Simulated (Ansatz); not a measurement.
## NiO: relaxation of cell and atoms with PBE+D4

NiO:

```
CELL_PARAMETERS angstrom
0.00000 2.08590 2.08590
2.08590 0.00000 2.08590
2.08590 2.08590 0.00000
ATOMIC_POSITIONS crystal
Ni 0.00000 0.00000 0.00000
O 0.50000 0.50000 0.50000
```

```json
{
 "Program": "Ansatz 0.2.0",
 "Task": "relaxation of cell and atoms",
 "Functional": "PBE",
 "Dispersion": "D4",
 "Potentials or basis": "Ansatz PAW",
 "Cutoff": "420 eV (not typed: the program's choice for these potentials)",
 "k mesh": "11 × 11 × 11",
 "Occupations": "fermi-dirac, width 0.05 eV",
 "Spin": "collinear spin, ferromagnetic start",
 "Starting moments": "[1.0, 0.0] μB"
}
```

| Property | Result |
| --- | --- |
| Relaxed volume | 9.14 Å³/atom |
| Relaxed cell | a = 2.957 Å, b = 2.957 Å, c = 2.957 Å, α = 60.00°, β = 60.00°, γ = 60.00° |
| Space group after relaxing (to 0.05 Å) | Fm-3m (No. 225) |
| Energy gained by relaxing | 0.3 meV/atom |
| Ionic steps | 4 |
| Pressure after relaxing | 0.0 GPa |
| Band gap on the k mesh | none (metal or under the smearing width) |
| Net moment | 1.75 μB per cell |
| Absolute moment | 1.76 μB per cell |
| Site moments | Ni +1.42; O +0.28 μB |

The path:
```csv
step,energy change (eV),largest force (eV/Å),volume (Å³)
1,0.0000,0.0000,18.15
2,-0.0001,0.0000,18.21
3,0.0001,0.0000,18.28
4,-0.0005,0.0000,18.28
```

Final structure:
```xyz
2
Lattice="0.0000 2.0910 2.0910 2.0910 0.0000 2.0910 2.0910 2.0910 0.0000" Properties=species:S:1:pos:R:3 pbc="T T T"
Ni    0.0000    0.0000    0.0000
O     2.0910    2.0910    2.0910
```

Levels at points of the mesh, in eV from the Fermi level:
Spin up:
| k point | band 10 | band 11 | band 12 | band 13 | band 14 | band 15 | band 16 | band 17 |
| --- | --- | --- | --- | --- | --- | --- | --- | --- |
| (0.00, 0.00, 0.00) | -3.02 | -2.64 | -2.64 | -2.64 | 1.45 | 17.73 | 18.78 | 18.78 |
Spin down:
| k point | band 9 | band 10 | band 11 | band 12 | band 13 | band 14 |
| --- | --- | --- | --- | --- | --- | --- |
| (0.00, 0.00, 0.00) | -1.82 | -1.82 | -1.82 | -0.56 | -0.56 | 1.79 |

It took 9 s on 2 threads of Intel(R) Xeon(R) Platinum 8259CL CPU @ 2.50GHz (Skylake/Cascade Lake), with other jobs on the host, peak memory 0.38 GiB.

Caveat: the plane-wave basis is chosen anew once the cell has moved, so the energies of steps on either side of that aren't comparable; the pressure holds a Pulay correction of +0.7 GPa for the finite cutoff; a cell with one magnetic atom can't hold antiferromagnetic order, which such compounds often take; semilocal functionals often make such compounds metallic where correlation or magnetic order opens a gap, which also shifts bond lengths; pairwise dispersion overbinds metals, which lowers pressure and volume. With open d or f shells a metallic result of PBE can be an artefact of self-interaction; +U or a hybrid may open a gap.
